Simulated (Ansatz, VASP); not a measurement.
## Nb in VASP and in Ansatz

```xyz
1
Lattice="-1.5811 1.5811 1.5811 1.5811 -1.5811 1.5811 1.5811 1.5811 -1.5811" Properties=species:S:1:pos:R:3 pbc="T T T"
Nb    0.0000    0.0000    0.0000
```

Alike in both runs: task single point; functional PBE; k mesh 18 × 18 × 18; occupations gaussian, width 0.1 eV; no spin polarisation.

|  | VASP | Ansatz |
| --- | --- | --- |
| version | VASP 6.6.1 | Ansatz 0.2.0 |
| potentials or method | VASP PAW PBE potentials, release 64 (Nb_sv) | scalar-relativistic, plane waves, PAW |
| plane-wave cutoff (eV) | 520 | 420 |
| valence electrons in the cell | 13 | 13 |

VASP gave:

```
gap on the k mesh at the Fermi level (eV) : none
pressure (GPa)                            : 29.2
```

Problem. What did Ansatz give for the same quantities?

Solution. gap on the k mesh at the Fermi level (eV): none; pressure (GPa): 29.6.

A gap of «none» marks a metal or a gap that the smearing closes. The functional is the same, so the differences come from potentials, cutoffs and numerics.

Caveats: so large a pressure means that the cell lies far from this level's equilibrium, or that cutoff or potentials fall short (VASP).
